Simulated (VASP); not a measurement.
## Input and output of a VASP PBE single-point calculation on LiBr (strained rocksalt)

INCAR

```
LASPH = .TRUE.
NBANDS = 12
ISMEAR = -1
LREAL = .FALSE.
SIGMA = 0.02
EDIFF = 1E-7
NELM = 120
LCHARG = .FALSE.
ISIF = 2
GGA = PE
IBRION = -1
NSW = 0
PREC = Accurate
LWAVE = .FALSE.
ENCUT = 520
```

KPOINTS

```
KPOINTS created by Atomic Simulation Environment
0
Gamma
8 8 8
0 0 0
```

KPOINTS_OPT

```
special points
7
Reciprocal
0.0000000000 0.0000000000 0.0000000000 1
0.5000000000 0.0000000000 0.5000000000 1
0.6250000000 0.2500000000 0.6250000000 1
0.3750000000 0.3750000000 0.7500000000 1
0.5000000000 0.5000000000 0.5000000000 1
0.5000000000 0.2500000000 0.7500000000 1
-0.0833330000 0.0000000000 0.0833330000 1
```

POSCAR

```
Li Br
 1.0000000000000000
     0.0000000000000000    2.7669606940000002    2.7669606940000002
     2.7669606940000002    0.0000000000000000    2.7669606940000002
     2.7669606940000002    2.7669606940000002    0.0000000000000000
 Li  Br
   1   1
Cartesian
  0.0000000000000000  0.0000000000000000  0.0000000000000000
  2.7669606940000002  2.7669606940000002  2.7669606940000002
```

VASP ran with the recommended PBE PAW datasets (10 valence electrons in the cell).

Command

```
mpirun -np 1 vasp_std
```

From OUTCAR

```
k-points           NKPTS =     29   k-points in BZ     NKDIM =     29   number of bands    NBANDS=     12

   NELECT =      10.0000    total number of electrons

   dimension x,y,z NGX =    30 NGY =   30 NGZ =   30
   dimension x,y,z NGXF=    60 NGYF=   60 NGZF=   60

  energy-cutoff  :      520.00
  volume of cell :       42.37
      direct lattice vectors                 reciprocal lattice vectors
     0.000000000  2.766960694  2.766960694    -0.180703687  0.180703687  0.180703687
     2.766960694  0.000000000  2.766960694     0.180703687 -0.180703687  0.180703687
     2.766960694  2.766960694  0.000000000     0.180703687  0.180703687 -0.180703687

 k-points in reciprocal lattice and weights: KPOINTS created by Atomic Simulation Env
   0.00000000  0.00000000  0.00000000       0.002
   0.12500000  0.00000000  0.00000000       0.016
   0.25000000  0.00000000  0.00000000       0.016
   0.37500000  0.00000000  0.00000000       0.016
   0.50000000  0.00000000  0.00000000       0.008
   0.12500000  0.12500000  0.00000000       0.012
   0.25000000  0.12500000  0.00000000       0.047
   0.37500000  0.12500000  0.00000000       0.047
   ...

 E-fermi :   0.7286

 k-point     1 :       0.0000    0.0000    0.0000
  band No.  band energies     occupation
      1     -44.2452      2.00000
      2     -13.1829      2.00000
      3       0.1890      2.00000
      4       0.1890      2.00000
      5       0.1890      2.00000
      6       5.0619      0.00000
      7      10.6747      0.00000
      8      10.6747      0.00000
      9      10.6747      0.00000
     10      12.3484      0.00000
     11      12.3485      0.00000
     12      12.3485      0.00000

 k-point     2 :       0.1250    0.0000    0.0000
  band No.  band energies     occupation
      1     -44.2451      2.00000
      2     -13.1223      2.00000
      3      -0.3795      2.00000
      4       0.1482      2.00000
      5       0.1482      2.00000
      6       5.5826      0.00000
      7       9.9273      0.00000
      8      10.4799      0.00000
      9      10.4799      0.00000
     10      11.5621      0.00000
     11      11.5621      0.00000
     12      12.7215      0.00000

 k-point     3 :       0.2500    0.0000    0.0000
  band No.  band energies     occupation
      1     -44.2448      2.00000
      2     -12.9692      2.00000
      3      -1.4403      2.00000
      4       0.0551      2.00000
      5       0.0551      2.00000
      6       6.1096      0.00000
      7       9.3626      0.00000
      8       9.3626      0.00000
      9       9.8537      0.00000
     10      12.4922      0.00000
     11      12.4922      0.00000
     12      13.0933      0.00000

 k-point     4 :       0.3750    0.0000    0.0000
  band No.  band energies     occupation
      1     -44.2444      2.00000
      2     -12.8051      2.00000
      3      -2.2923      2.00000
      4      -0.0308      2.00000
      5      -0.0308      2.00000
      6       5.9470      0.00000
      7       8.5631      0.00000
      8       8.5631      0.00000
      9      11.0359      0.00000
     10      13.5763      0.00000
     11      14.2212      0.00000
     12      14.2212      0.00000

 k-point     5 :       0.5000    0.0000    0.0000
  band No.  band energies     occupation
      1     -44.2443      2.00000
      2     -12.7334      2.00000
      3      -2.6112      2.00000
      4      -0.0645      2.00000
      5      -0.0645      2.00000
      6       5.8042      0.00000
      7       8.2886      0.00000
      8       8.2886      0.00000
      9      11.7759      0.00000
     10      14.1477      0.00000
     11      15.8459      0.00000
     12      15.8459      0.00000

 k-point     6 :       0.1250    0.1250    0.0000
  band No.  band energies     occupation
      1     -44.2451      2.00000
      2     -13.1016      2.00000
      3      -0.3331      2.00000
      4       0.0031      2.00000
      5       0.0031      2.00000
      6       5.8478      0.00000
      7       9.7188      0.00000
      8       9.9629      0.00000
      9      10.7110      0.00000
     10      10.7110      0.00000
     11      13.2782      0.00000
     12      13.2782      0.00000

 k-point     7 :       0.2500    0.1250    0.0000
  band No.  band energies     occupation
      1     -44.2448      2.00000
      2     -12.9777      2.00000
      3      -1.1562      2.00000
      4      -0.1584      2.00000
      5      -0.0936      2.00000
      6       6.5960      0.00000
      7       8.9113      0.00000
      8       9.1855      0.00000
      9      10.3029      0.00000
     10      11.3468      0.00000
     11      13.4085      0.00000
     12      13.9465      0.00000

 k-point     8 :       0.3750    0.1250    0.0000
  band No.  band energies     occupation
      1     -44.2444      2.00000
      2     -12.8141      2.00000
      3      -2.0233      2.00000
      4      -0.2753      2.00000
      5      -0.2437      2.00000
      6       6.6476      0.00000
      7       8.2813      0.00000
      8       9.3947      0.00000
      9       9.9675      0.00000
     10      12.5107      0.00000
     11      14.7144      0.00000
     12      14.8662      0.00000

 k-point     9 :       0.5000    0.1250    0.0000
  band No.  band energies     occupation
      1     -44.2442      2.00000
      2     -12.7084      2.00000
      3      -2.4859      2.00000
      4      -0.4727      2.00000
      5      -0.2106      2.00000
      6       6.4229      0.00000
      7       8.1403      0.00000
      8       8.7537      0.00000
      9      11.2664      0.00000
     10      13.5524      0.00000
     11      15.6486      0.00000
     12      15.9491      0.00000

 k-point    10 :      -0.3750    0.1250    0.0000
  band No.  band energies     occupation
      1     -44.2443      2.00000
      2     -12.7330      2.00000
      3      -2.3758      2.00000
      4      -0.5675      2.00000
      5      -0.0773      2.00000
      6       6.4450      0.00000
      7       8.4467      0.00000
      8       8.5717      0.00000
      9      11.0120      0.00000
     10      14.0154      0.00000
     11      14.0926      0.00000
     12      15.8174      0.00000

 k-point    11 :      -0.2500    0.1250    0.0000
  band No.  band energies     occupation
      1     -44.2446      2.00000
      2     -12.8703      2.00000
      3      -1.7461      2.00000
      4      -0.4927      2.00000
      5       0.0861      2.00000
      6       6.6136      0.00000
      7       8.9048      0.00000
      8       9.0565      0.00000
      9       9.7827      0.00000
     10      12.2707      0.00000
     11      13.6108      0.00000
     12      14.7725      0.00000

 k-point    12 :      -0.1250    0.1250    0.0000
  band No.  band energies     occupation
      1     -44.2449      2.00000
      2     -13.0300      2.00000
      3      -0.9112      2.00000
      4      -0.2118      2.00000
      5       0.1831      2.00000
      6       6.2164      0.00000
      7       9.3742      0.00000
      8       9.7327      0.00000
      9       9.9576      0.00000
     10      11.2430      0.00000
     11      13.0407      0.00000
     12      13.1580      0.00000

 k-point    13 :       0.2500    0.2500    0.0000
  band No.  band energies     occupation
      1     -44.2446      2.00000
      2     -12.8914      2.00000
      3      -1.3606      2.00000
      4      -0.4064      2.00000
      5      -0.4064      2.00000
      6       7.2765      0.00000
      7       8.4452      0.00000
      8       8.5085      0.00000
      9      11.1646      0.00000
     10      11.1646      0.00000
     11      14.2807      0.00000
     12      15.4492      0.00000

 k-point    14 :       0.3750    0.2500    0.0000
  band No.  band energies     occupation
      1     -44.2443      2.00000
      2     -12.7545      2.00000
      3      -1.9299      2.00000
      4      -0.6824      2.00000
      5      -0.5515      2.00000
      6       7.1889      0.00000
      7       8.2380      0.00000
      8       8.9454      0.00000
      9      10.8171      0.00000
     10      11.9842      0.00000
     11      15.4107      0.00000
     12      16.4537      0.00000

 k-point    15 :       0.5000    0.2500    0.0000
  band No.  band energies     occupation
      1     -44.2441      2.00000
      2     -12.6460      2.00000
      3      -2.2684      2.00000
      4      -1.1033      2.00000
      5      -0.5277      2.00000
      6       6.9834      0.00000
      7       8.5207      0.00000
      8       9.8783      0.00000
      9       9.9783      0.00000
     10      12.7627      0.00000
     11      16.3270      0.00000
     12      16.5930      0.00000

 ...

  Total       -0.0921231     -0.0921231     -0.0921231      0.0000000      0.0000000     -0.0000000
  in kB       -3.4836956     -3.4836956     -3.4836956      0.0000000      0.0000000     -0.0000000
  external PRESSURE =      -3.4836956 kB  Pullay stress =       0.0000000 kB

 POSITION                                       TOTAL-FORCE (eV/Angst)
 -----------------------------------------------------------------------------------
      0.00000      0.00000      0.00000        -0.000000     -0.000000     -0.000000
      2.76696      2.76696      2.76696         0.000000      0.000000      0.000000
 -----------------------------------------------------------------------------------
    total drift:                               -0.000000     -0.000000      0.000000

  FREE ENERGIE OF THE ION-ELECTRON SYSTEM (eV)
  ---------------------------------------------------
  free  energy   TOTEN  =        -6.6439043456 eV

  energy  without entropy=       -6.6439043456  energy(sigma->0) =       -6.64390435
```

```yaml
gap_between_bands_v_and_c: 4.87 eV
least_direct_gap: 4.87 eV
pressure: -0.3 GPa
```

Band v is the last that the valence electrons fill when counted band by band, and c is the next.

The run took about 16 s on one core of a shared host (Intel Xeon Platinum 8488C) and held 0.18 GiB at most.
